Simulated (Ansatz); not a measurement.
Input, command and steps of an Ansatz relaxation.

```yaml
crystal:
  lattice:
    - [2.7082676908, -1.5670642997, -0.1350555056]
    - [2.7082676908, 1.5670642997, -0.1350555056]
    - [-1.8536297862, 0.0, 7.0884801036]
  atoms:
    - { symbol: F, position: [0.0827347259, 0.0827347259, 0.0951896344] }
    - { symbol: F, position: [0.9172652741, 0.9172652741, 0.9048103656] }
    - { symbol: F, position: [0.4955834807, 0.4955834807, 0.5953442232] }
    - { symbol: F, position: [0.5044165193, 0.5044165193, 0.4046557768] }
basis:
  ecutwfc: 500
kpoints:
  mp_grid: { grid: [8, 8, 4] }
hamiltonian:
  xc: r2scan
scf:
  occupations: { method: gaussian, width: 0.02 }
output:
  forces: true
  stress: true
  eigenvalues: true
relax:
  adjacent_minimum: "off"
  f_tol: 0.01
  max_steps: 30
  cell: { stress_tol: 0.1, fix: [volume] }
```

```bash
ansatz run input.yaml --threads 1 --pin off --max-ram 2560MiB --backend cpu --events-out ev --progress --plain --runs-dir out
```

The calculation used Ansatz 0.2.0, DFT r2SCAN, scalar-relativistic, plane waves, PAW.

The volume is held at 1.03 times that of the relaxed cell.

Of 8 frames 8 are shown, positions in Å and forces in eV/Å; the SCF threshold varies from step to step. Steps run on the plane waves of an earlier cell, with a Pulay correction in the pressure. The basis is chosen afresh for the last frame, the zero of the energies, and at times for earlier ones too; energy and pressure step there, also at an unchanged geometry.

```xyz
4
Lattice="2.7083 -1.5671 -0.1351 2.7083 1.5671 -0.1351 -1.8536 0.0000 7.0885" Properties=species:S:1:pos:R:3:forces:R:3 pbc="T T T" step=1 free_energy_over_end_meV_per_atom=1.76 pressure_GPa=-1.45
F     0.2717    0.0000    0.6524   -0.1923    0.0000   -0.4563
F     3.2912    0.0000    6.1660    0.1923    0.0000    0.4563
F     1.5808    0.0000    4.0862    0.1444    0.0000   -0.4757
F     1.9821    0.0000    2.7321   -0.1444    0.0000    0.4757
4
Lattice="2.7137 -1.5716 -0.1353 2.7137 1.5716 -0.1353 -1.8597 0.0000 7.0545" Properties=species:S:1:pos:R:3:forces:R:3 pbc="T T T" step=2 free_energy_over_end_meV_per_atom=0.16 pressure_GPa=-0.67
F     0.2664    0.0000    0.6501   -0.0739    0.0000   -0.1867
F     3.3013    0.0000    6.1338    0.0739    0.0000    0.1867
F     1.5885    0.0000    4.0662    0.0543    0.0000   -0.1935
F     1.9792    0.0000    2.7177   -0.0543    0.0000    0.1935
4
Lattice="2.7224 -1.5779 -0.1354 2.7224 1.5779 -0.1354 -1.8685 0.0000 7.0047" Properties=species:S:1:pos:R:3:forces:R:3 pbc="T T T" step=3 free_energy_over_end_meV_per_atom=-0.19 pressure_GPa=-0.11
F     0.2848    0.0000    0.6390    0.0012    0.0000    0.0208
F     3.2915    0.0000    6.0948   -0.0012    0.0000   -0.0208
F     1.5739    0.0000    4.0322    0.0036    0.0000    0.0206
F     2.0024    0.0000    2.7016   -0.0036    0.0000   -0.0206
4
Lattice="2.7247 -1.5802 -0.1350 2.7247 1.5802 -0.1350 -1.8698 0.0000 6.9884" Properties=species:S:1:pos:R:3:forces:R:3 pbc="T T T" step=4 free_energy_over_end_meV_per_atom=-0.23 pressure_GPa=0.01
F     0.2712    0.0000    0.6443    0.0254    0.0000    0.0551
F     3.3084    0.0000    6.0741   -0.0254    0.0000   -0.0551
F     1.5922    0.0000    4.0292   -0.0188    0.0000    0.0521
F     1.9874    0.0000    2.6892    0.0188    0.0000   -0.0521
4
Lattice="2.7282 -1.5833 -0.1340 2.7282 1.5833 -0.1340 -1.8707 0.0000 6.9654" Properties=species:S:1:pos:R:3:forces:R:3 pbc="T T T" step=5 free_energy_over_end_meV_per_atom=-0.28 pressure_GPa=-0.13
F     0.2764    0.0000    0.6430    0.0006    0.0000   -0.0007
F     3.3093    0.0000    6.0543   -0.0006    0.0000    0.0007
F     1.5894    0.0000    4.0177   -0.0002    0.0000   -0.0009
F     1.9963    0.0000    2.6796    0.0002    0.0000    0.0009
4
Lattice="2.7282 -1.5833 -0.1340 2.7282 1.5833 -0.1340 -1.8707 0.0000 6.9654" Properties=species:S:1:pos:R:3:forces:R:3 pbc="T T T" step=6 free_energy_over_end_meV_per_atom=0.14 pressure_GPa=-0.13
F     0.2764    0.0000    0.6430    0.0006    0.0000   -0.0025
F     3.3093    0.0000    6.0543   -0.0006    0.0000    0.0025
F     1.5894    0.0000    4.0177   -0.0003    0.0000   -0.0026
F     1.9963    0.0000    2.6796    0.0003    0.0000    0.0026
4
Lattice="2.7119 -1.5725 -0.1397 2.7119 1.5725 -0.1397 -1.8697 0.0000 7.0586" Properties=species:S:1:pos:R:3:forces:R:3 pbc="T T T" step=7 free_energy_over_end_meV_per_atom=0.26 pressure_GPa=-0.15
F     0.2720    0.0000    0.6448   -0.0027    0.0000    0.0002
F     3.2822    0.0000    6.1345    0.0027    0.0000   -0.0002
F     1.5820    0.0000    4.0610   -0.0033    0.0000   -0.0012
F     1.9723    0.0000    2.7182    0.0033    0.0000    0.0012
4
Lattice="2.7119 -1.5725 -0.1397 2.7119 1.5725 -0.1397 -1.8697 0.0000 7.0586" Properties=species:S:1:pos:R:3:forces:R:3 pbc="T T T" step=8 free_energy_over_end_meV_per_atom=0.00 pressure_GPa=-0.16
F     0.2720    0.0000    0.6448   -0.0027    0.0000    0.0015
F     3.2822    0.0000    6.1345    0.0027    0.0000   -0.0015
F     1.5820    0.0000    4.0610   -0.0035    0.0000    0.0004
F     1.9723    0.0000    2.7182    0.0035    0.0000   -0.0004
```

Time: 2.2 min on 1 thread of Intel(R) Xeon(R) Processor @ 2.50GHz (Skylake/Cascade Lake) (shared host), peak memory 0.54 GiB.

The cell holds molecules, and r2SCAN describes their binding at middle range but leaves out its long-range dispersion part.